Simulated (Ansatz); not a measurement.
The system is MnO2.

```xyz
6
Lattice="4.4004 0.0000 0.0000 0.0000 4.4004 0.0000 0.0000 0.0000 2.8671" Properties=species:S:1:pos:R:3 pbc="T T T"
Mn    2.2002    2.2002    1.4335
Mn    0.0000    0.0000    0.0000
O     3.5420    0.8585    1.4335
O     3.0587    3.0587    0.0000
O     0.8585    3.5420    1.4335
O     1.3418    1.3418    0.0000
```

The cell is a database's computed one.

| Property | Result |
| --- | --- |
| Program | Ansatz 0.2.0 |
| Task | relaxation of cell and atoms |
| Functional | PBEsol |
| Potentials or basis | Ansatz PAW |
| Cutoff | 420 eV (not typed: the program's choice for these potentials) |
| k mesh | 6 × 6 × 9 |
| Occupations | fermi-dirac, width 0.05 eV |
| Spin | collinear spin, ferromagnetic start |
| Starting moments | [4.0, 4.0, 0.0, 0.0, 0.0, 0.0] μB |
| Hubbard terms | Mn d U = 6 eV |

At the start: volume 9.25 Å³/atom.

Q: Where does the relaxation end?

A: It ends after 10 steps and the volume is 9.80 Å³/atom (+5.9 %); space group P4_2/mnm (No. 136, to 0.05 Å); moment 6.01 μB per cell.

Step by step:
| step | energy change (eV) | largest force (eV/Å) | volume (Å³) |
| --- | --- | --- | --- |
| 1 | 0.0000 | 0.1098 | 55.52 |
| 2 | -0.0571 | 0.1478 | 56.53 |
| 3 | -0.0886 | 0.0357 | 58.25 |
| 4 | -0.0882 | 0.0089 | 58.48 |
| 5 | -0.0881 | 0.0011 | 58.51 |
| 6 | -0.1128 | 0.0011 | 58.51 |
| 7 | -0.1120 | 0.0016 | 58.78 |
| 8 | -0.1118 | 0.0000 | 58.81 |
| 9 | -0.1134 | 0.0001 | 58.81 |
| 10 | -0.1134 | 0.0001 | 58.81 |

Final structure:
```
Mn O
1.0
     4.43892    0.00000    0.00000
     0.00000    4.43892    0.00000
     0.00000    0.00000    2.98454
Mn O
2 4
Cartesian
  2.2195 2.2195 1.4923
  0.0000 0.0000 0.0000
  3.5774 0.8615 1.4923
  3.0810 3.0810 0.0000
  0.8615 3.5774 1.4923
  1.3580 1.3580 0.0000
```

Caveat: the magnetic or orbital state may not be the lowest; the plane-wave basis is chosen anew once the cell has moved, so the energies of steps on either side of that aren't comparable; the pressure holds a Pulay correction of +0.9 GPa for the finite cutoff; only a ferromagnetic start was run, and an antiferromagnetic order may lie lower in energy; the PAW data sets come from PBE, with cores solved anew for the run's functional, which leaves a small shift of forces and pressure.
